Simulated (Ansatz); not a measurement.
Cubic perovskite BaSnO₃

Level of theory: PBE (plane waves, PAW; Ansatz, a program for electronic structure).

Run with plane-wave cutoff 520 eV, 6×6×6 k mesh, scalar-relativistic PAW data made under PBE.

Cell (relaxed at this level):

BaSnO3 has the cubic space group Pm-3m (No. 221), the cubic perovskite structure, Pearson symbol cP5. Lattice parameters: a = b = c = 4.1759 Å, α = β = γ = 90.00°. Ba on 1a sees 12 O at 2.953 Å (cuboctahedral). Sn on 1b is surrounded by 6 O at 2.088 Å (octahedral). O on 3c sees 2 Sn at 2.088 Å and 4 Ba at 2.953 Å (octahedral). (Neighbours: up to the widest gap in distance over summed covalent radii, below 1.35, at either atom; cation-cation and far metal-metal contacts left out.)

```yaml
elastic constant C11: 250 GPa
elastic constant C12: 76.3 GPa
elastic constant C44: 89.7 GPa
Voigt–Reuss–Hill bulk modulus: 134 GPa
polycrystal shear modulus (Hill average): 88.6 GPa
young_modulus: 218 GPa
poisson_ratio: 0.230
```

Elastic constants are with the ions relaxed.

Spin–orbit coupling is not included.
